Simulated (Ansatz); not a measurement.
Equation of state of NiO under PBEsol

The structure is cubic, space group Fm-3m (No. 225). Conventional cell: a = 4.172 Å, b = 4.172 Å, c = 4.172 Å, α = 90.00°, β = 90.00°, γ = 90.00°. Ni (site symmetry m-3m) is surrounded by 6 O at 2.09 Å. O (site symmetry m-3m) is surrounded by 6 Ni at 2.09 Å.

The cell was scaled at fixed shape and fractions and run with Ansatz, all-electron LAPW, scalar-relativistic; PBEsol, k mesh 11 × 11 × 11 on the cell of 2 atoms, fermi-dirac occupations of 0.05 eV, collinear spin, ferromagnetic start, no spin-orbit coupling. Energies are those that the program minimises, any entropy of the smearing included. For a metal such a mesh isn't converged to the digits shown. The magnetic state is the one that the start led to, which needn't be the lowest.

```csv
V (Å³/atom),energy over the lowest row (meV/atom)
8.5312,3.24
8.7127,0.00
8.8942,1.74
9.0757,?
9.2572,17.14
9.4388,29.84
9.6203,45.28
```

Q: Fit the third-order Birch-Murnaghan form, give V0, B0 and B′, and predict the energy left open.

A: With y = (V0/V)^(2/3), E = E0 + (9 V0 B0/16) [(y - 1)³ B′ + (y - 1)² (6 - 4y)]. Least squares through the rows shown give V0 = 8.7370 Å³/atom, E0 = -0.01 meV, B0 = 202.6 GPa (1 eV/Å³ = 160.218 GPa) and B′ = 5.86, with a largest miss of 0.03 meV. At V = 9.0757 the form with these constants gives 7.60 meV; the run gave 7.65 meV an atom.
